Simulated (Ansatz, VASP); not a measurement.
Two plane-wave programs on MgH2

```
CELL_PARAMETERS angstrom
0.00000 2.36496 2.36496
2.36496 0.00000 2.36496
2.36496 2.36496 0.00000
ATOMIC_POSITIONS crystal
Mg 0.00000 0.00000 0.00000
H 0.25000 0.25000 0.25000
H 0.75000 0.75000 0.75000
```

Alike in both runs: task single point; functional r2SCAN; k mesh 6 × 6 × 6; occupations fermi-dirac, width 0.02 eV; no spin polarisation.

|  | VASP | Ansatz |
| --- | --- | --- |
| version | VASP 6.6.1 | Ansatz 0.2.0 |
| potentials or method | VASP PAW PBE potentials, release 64 (Mg, H) | plane waves |
| plane-wave cutoff (eV) | 520 | 500 |
| valence electrons in the cell | 4 | 12 |

VASP gave:

- pressure (GPa): -0.6

What did Ansatz give for the same quantities?

Pressure (GPa): 0.0.

The two sets of potentials don't hold the same shells in valence.

Caveats: the k mesh is coarse (spacing up to 0.38 Å⁻¹), so the values aren't converged; the PAW data sets were made with another functional, which shifts forces and pressure a little (VASP).
